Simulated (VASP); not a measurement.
**ZnSiP2: band structure with AM05**

ZnSiP2:

```
CELL_PARAMETERS angstrom
-2.68670 2.68670 5.23003
2.68670 -2.68670 5.23003
2.68670 2.68670 -5.23003
ATOMIC_POSITIONS crystal
Zn 0.75000 0.25000 0.50000
Zn 0.00000 0.00000 0.00000
P 0.14230 0.62500 0.01730
P 0.60770 0.12500 0.98270
P 0.87500 0.85770 0.48270
P 0.37500 0.39230 0.51730
Si 0.25000 0.75000 0.50000
Si 0.50000 0.50000 0.00000
```

The cell is a database's computed one.

```yaml
Program: VASP 6.6.1
Task: band structure
Functional: AM05
Potentials_or_basis: VASP PAW PBE potentials, release 64 (Zn, P, Si)
Cutoff: 520 eV
k_mesh: 5 × 5 × 5
Occupations: fermi-dirac, width 0.05 eV
Spin: no spin polarisation
Further_INCAR_settings: ALGO = Normal; EDIFF = 1e-07
```

```
Band gap on the k mesh  : 1.26 eV, direct
Band gap along the path : 1.26 eV, direct
```

Levels at the corners of the path, in eV from the valence-band top:
```
point  band 23  band 24  band 25  band 26  band 27  band 28  band 29  band 30
    Γ    -2.37    -0.13    -0.13     0.00     1.26     1.84     2.65     3.27
    X    -1.05    -1.05    -0.56    -0.56     1.98     1.98     3.12     3.12
    X    -1.05    -1.05    -0.56    -0.56     1.98     1.98     3.12     3.12
    Y    -1.16    -1.16    -0.91    -0.91     2.30     2.30     3.48     3.48
    Y    -1.16    -1.16    -0.91    -0.91     2.30     2.30     3.48     3.48
    S    -2.23    -2.05    -1.03    -0.59     1.60     2.83     2.92     3.12
    S    -2.23    -2.05    -1.03    -0.59     1.60     2.83     2.92     3.12
    Γ    -2.37    -0.13    -0.13     0.00     1.26     1.84     2.65     3.27
    Γ    -2.37    -0.13    -0.13     0.00     1.26     1.84     2.65     3.27
    Z    -1.91    -1.91    -1.14    -1.14     1.47     1.47     1.67     1.67
    Z    -1.91    -1.91    -1.14    -1.14     1.47     1.47     1.67     1.67
   S1    -2.23    -2.05    -1.03    -0.59     1.60     2.83     2.92     3.12
   S1    -2.23    -2.05    -1.03    -0.59     1.60     2.83     2.92     3.12
    N    -2.18    -1.78    -1.46    -0.81     2.71     2.83     2.96     4.18
    N    -2.18    -1.78    -1.46    -0.81     2.71     2.83     2.96     4.18
    P    -1.07    -1.07    -0.91    -0.91     2.69     2.69     2.94     2.94
    P    -1.07    -1.07    -0.91    -0.91     2.69     2.69     2.94     2.94
   Y1    -1.16    -1.16    -0.91    -0.91     2.30     2.30     3.48     3.48
   Y1    -1.16    -1.16    -0.91    -0.91     2.30     2.30     3.48     3.48
    Z    -1.91    -1.91    -1.14    -1.14     1.47     1.47     1.67     1.67
    X    -1.05    -1.05    -0.56    -0.56     1.98     1.98     3.12     3.12
    P    -1.07    -1.07    -0.91    -0.91     2.69     2.69     2.94     2.94
```

It took 12 min on 1 thread of Intel(R) Xeon(R) Platinum 8259CL CPU @ 2.50GHz (Skylake/Cascade Lake), on a shared host, peak memory 0.96 GiB.

Caveat: the log is that of the step along the path at fixed density, whose energy, stress, charges and moments have no meaning. Expect the measured gap to be larger: semilocal functionals such as AM05 lack the derivative discontinuity.
